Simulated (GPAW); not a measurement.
The system is C.

```
C
1.0
     0.00000    1.78337    1.78337
     1.78337    0.00000    1.78337
     1.78337    1.78337    0.00000
C
2
Direct
  0.75000 0.75000 0.75000
  0.50000 0.50000 0.50000
```

This isn't the form of C at room conditions, which is graphite.

```yaml
Program: GPAW 26.7.0
Task: relaxation of cell and atoms
Functional: PBEsol
Dispersion: D3(BJ)
Potentials_or_basis: PAW data sets generated in the run's folder for this functional
Cutoff: 800 eV
Basis: pw
k_mesh: 13 × 13 × 13
Occupations: fermi-dirac, width 0.05 eV
Spin: no spin polarisation
```

At the start: pressure -8.9 GPa; volume 5.67 Å³/atom.

Question: How do energy, volume and symmetry change on relaxing?

Answer: Over 3 steps the energy falls by 2.6 meV/atom and the volume is 5.56 Å³/atom (-2.0 %); space group Fd-3m (No. 227, to 0.05 Å).

Step by step:
```
step  energy change (eV)  largest force (eV/Å)  pressure (GPa)  volume (Å³)
   1              0.0000                0.0000           -8.87        11.34
   2             -0.0031                0.0000           -5.97        11.27
   3             -0.0051                0.0000            0.10        11.12
```

Final structure:
```
C
1.0
     0.00000    1.77136    1.77136
     1.77136    0.00000    1.77136
     1.77136    1.77136    0.00000
C
2
Direct
  0.75000 0.75000 0.75000
  0.50000 0.50000 0.50000
```

The cell as given is a measured one (5.67 Å³/atom); PBEsol+D3(BJ) puts the equilibrium volume -2.0 % from it, thermal expansion not counted.

Caveat: later steps reuse the first step's grids.
